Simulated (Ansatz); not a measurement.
ZrO2 on the sites of the cubic fluorite structure (relaxed group Fm-3m) was put through Ansatz (plane waves). The cell was relaxed beforehand with r2SCAN.

The cell given to it:
```cif
data_structure
_symmetry_space_group_name_H-M 'P 1'
_symmetry_Int_Tables_number 1
_cell_length_a 3.5988
_cell_length_b 3.5988
_cell_length_c 3.5988
_cell_angle_alpha 60.000
_cell_angle_beta 60.000
_cell_angle_gamma 60.000
_cell_volume 32.96
loop_
_atom_site_label
_atom_site_type_symbol
_atom_site_fract_x
_atom_site_fract_y
_atom_site_fract_z
_atom_site_occupancy
Zr1 Zr 0.00000 0.00000 0.00000 1
O1 O 0.75000 0.75000 0.75000 1
O2 O 0.25000 0.25000 0.25000 1
```

The log, with set-up remarks and timings taken out:
```
Functional definition: r2SCAN
Crystal: 3 atoms, lattice volume = 32.957 Å³
Basis set: ecut = 500 eV, 869 PW (Γ)
Bands: 16, of which v1, the nominal top of the filled ones, is band 12 counted from 1 (11 counted from 0)
Symmetry: 48 space group operations
k-points: 59 of 512 (irreducible under 8 space group operations, time reversal used)
SCF 1 converged in 9 iterations: F = -5338.059396 eV  dr2 = 4.08e-12
Free energy (F): -5338.059396 eV
Fermi energy:    11.843433 eV
--- Per-component energies (eV) ---
  E_band       = -80.386302
  E_kinetic    = 689.416996
  E_local      = -1139.455706
  E_nonlocal   = 169.276429
  E_hartree    = 376.866201
  E_xc         = -305.738766
  E_vxc        = -426.447849
  E_paw        = -3289.491713
  E_vpaw       = -152.707435
  E_vtau       = 25.796889
  E_ewald      = -1838.706143
  E_core_change = -0.228623
--- Dielectric response (ions clamped): 1 representative field direction + reference, on 59 of 512 k-points ---
  ε∞ (high-frequency dielectric tensor):
        5.320887     0.000000     0.000000
        0.000000     5.320887     0.000000
        0.000000     0.000000     5.320887
  Born effective charges Z* (e; rows j = field, columns β = displacement):
    site 0:
         5.68489    0.00000    0.00000
         0.00000    5.68489    0.00000
         0.00000    0.00000    5.68489
    site 1:
        -2.84245    0.00000    0.00000
         0.00000   -2.84245    0.00000
         0.00000    0.00000   -2.84245
    site 2:
        -2.84245    0.00000    0.00000
         0.00000   -2.84245    0.00000
         0.00000    0.00000   -2.84245
```

**Question.** Write the input file that gave this output.

**Answer.**
```yaml
crystal:
  # lattice and atoms as above
kpoints:
  mp_grid: { grid: [8, 8, 8] }
hamiltonian:
  xc: r2scan
scf:
  occupations: { method: fixed }
dielectric: {}
```
The term E_vtau belongs to a meta-GGA, which reads the kinetic-energy density. A response with clamped ions alone is the dielectric block. Keys that aren't typed take their defaults; thresholds and the kind of smearing can't be read off these lines.

Run as `ansatz run input.yaml --threads 2 --pin off --max-ram 29491MiB --backend cpu --events-out ev --progress --plain --runs-dir out`. It took 10 s on 2 threads of AMD EPYC 7R13 Processor (Zen 3), with other jobs on the host; peak host memory 0.76 GiB.

These are computed values for a spin-unpolarised cell that may be hypothetical; none is a measurement.
